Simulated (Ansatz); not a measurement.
Crystal: SnO2 (Cassiterite).

```
Sn O
1.0
     4.73800    0.00000    0.00000
     0.00000    4.73800    0.00000
     0.00000    0.00000    3.18650
Sn O
2 4
Direct
  0.50000 0.50000 0.50000
  0.00000 0.00000 0.00000
  0.80710 0.19290 0.50000
  0.69290 0.69290 0.00000
  0.19290 0.80710 0.50000
  0.30710 0.30710 0.00000
```

* Program: Ansatz 0.2.0
* Task: relaxation of cell and atoms
* Functional: PBE
* Potentials or basis: Ansatz NC
* Cutoff: 1240 eV (not typed: the program's choice for these potentials)
* k mesh: 6 × 6 × 8
* Occupations: fermi-dirac, width 0.05 eV
* Spin: no spin polarisation

At the start: volume 11.92 Å³/atom.

Task: Where does the relaxation end?

Result: It ends after 7 steps and the volume is 12.58 Å³/atom (+5.5 %); space group P4_2/mnm (No. 136, to 0.05 Å).

The path:
| step | energy change (eV) | largest force (eV/Å) | volume (Å³) |
| --- | --- | --- | --- |
| 1 | 0.0000 | 0.2778 | 71.53 |
| 2 | -0.1288 | 0.0301 | 75.17 |
| 3 | -0.1294 | 0.0401 | 75.42 |
| 4 | -0.1298 | 0.0002 | 75.43 |
| 5 | -0.1327 | 0.0004 | 75.43 |
| 6 | -0.1327 | 0.0010 | 75.50 |
| 7 | -0.1327 | 0.0010 | 75.50 |

Final structure:
```
Sn O
1.0
     4.82785    0.00000    0.00000
     0.00000    4.82785    0.00000
     0.00000    0.00000    3.23931
Sn O
2 4
Direct
  0.50000 0.50000 0.50000
  0.00000 0.00000 0.00000
  0.80660 0.19340 0.50000
  0.69340 0.69340 0.00000
  0.19340 0.80660 0.50000
  0.30660 0.30660 0.00000
```

Caveat: the plane-wave basis is chosen anew once the cell has moved, so the energies of steps on either side of that aren't comparable.
